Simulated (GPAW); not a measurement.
Write an ASE script for GPAW 26.7.0 that does the following.

```
Task                : phonons
Functional          : PBE
Dispersion          : D3
Potentials or basis : GPAW PAW data sets (gpaw-data 1.2.1)
Basis               : fd
Grid spacing        : 0.16 Å
k mesh              : 10 × 10 × 6
Occupations         : fermi-dirac, width 0.05 eV
Spin                : no spin polarisation
Maxiter             : 150
Convergence         : density=1e-06 eigenstates=1e-09
Supercell           : 1 × 1 × 1
Supercell k mesh    : 10 × 10 × 6
Displacement        : 0.01
Relaxed first       : ions
```

The structure of Ti lies in POSCAR:

```
Ti
1.0
    2.9500000000      0.0000000000      0.0000000000
   -1.4750000000      2.5547749412      0.0000000000
    0.0000000000      0.0000000000      4.6800000000
Ti
2
Direct
    0.6666666667      0.3333333333      0.7500000000
    0.3333333333      0.6666666667      0.2500000000
```

The input as run:

run.py

```python
import json
import numpy as np
from ase import Atoms
from ase.calculators.mixing import SumCalculator
from ase.constraints import FixSymmetry
from ase.io import read, write
from ase.optimize import BFGS
from dftd3.ase import DFTD3
from phonopy import Phonopy
from phonopy.structure.atoms import PhonopyAtoms
from gpaw import GPAW

atoms = read('POSCAR')

calc = GPAW(mode='fd',
            h=0.16,
            xc='PBE',
            kpts={'size': (10, 10, 6), 'gamma': True},
            occupations={'name': 'fermi-dirac', 'width': 0.05},
            nbands=24,
            convergence={'density': 1e-06, 'eigenstates': 1e-09},
            maxiter=150,
            txt='gpaw.txt')
atoms.calc = SumCalculator([calc, DFTD3(method='pbe', damping='d3zero')])
atoms.set_constraint(FixSymmetry(atoms))
BFGS(atoms, trajectory='relax.traj', logfile='-').run(fmax=0.005, steps=40)
atoms.set_constraint()
energy = atoms.get_potential_energy()
forces = atoms.get_forces()
calc.write('gs.gpw')
write('result.traj', atoms)
print('Cell:', atoms.cell.cellpar().round(4))
print(atoms.get_scaled_positions().round(5))

def force_constants(scale):
    unit = PhonopyAtoms(symbols=atoms.get_chemical_symbols(), cell=atoms.cell[:] * scale**(1 / 3),
                        scaled_positions=atoms.get_scaled_positions())
    ph = Phonopy(unit, supercell_matrix=np.diag([1, 1, 1]), primitive_matrix=np.eye(3), symprec=1e-4)
    ph.generate_displacements(distance=0.01)
    forces = []
    for i, sc in enumerate(ph.supercells_with_displacements):
        a = Atoms(sc.symbols, cell=sc.cell, scaled_positions=sc.scaled_positions, pbc=True)
        c = GPAW(mode='fd',
                 h=0.16,
                 xc='PBE',
                 kpts={'size': (10, 10, 6), 'gamma': True},
                 occupations={'name': 'fermi-dirac', 'width': 0.05},
                 nbands=24,
                 convergence={'density': 1e-06, 'eigenstates': 1e-09},
                 maxiter=150,
                 txt=f'disp-{scale:.3f}-{i:02d}.txt')
        a.calc = SumCalculator([c, DFTD3(method='pbe', damping='d3zero')])
        f = a.get_forces()
        forces.append(f - f.mean(axis=0))
        print(f'displacement {i}: drift', f.mean(axis=0).round(5), flush=True)
    ph.forces = forces
    ph.produce_force_constants()
    ph.symmetrize_force_constants()
    return ph

qpoints = [[0.0, 0.0, 0.0]]
results = {}
for scale in [1.0]:
    ph = force_constants(scale)
    ph.run_qpoints(qpoints)
    nu = ph.qpoints.frequencies * 33.35641  # THz to cm^-1
    results[f'{scale:.3f}'] = nu.tolist()
    for qp, f in zip(qpoints, nu):
        print(scale, np.round(qp, 4), f.round(2))
json.dump(results, open('phonons.json', 'w'))
```

Potentials or basis: GPAW PAW data sets (gpaw-data 1.2.1), fd.

Launch:

```console
$ OMP_NUM_THREADS=1 python run.py
```

It gave:

| Quantity | Value |
| --- | --- |
| Band gap on the k mesh | none (metal or under the smearing width) |
| Highest phonon frequency at Γ | 143 cm⁻¹ |
| Dispersion energy per atom | -0.443 eV |

It took 14 min on 1 thread of Arm Neoverse V1, with other jobs on the host, peak memory 2.3 GiB.
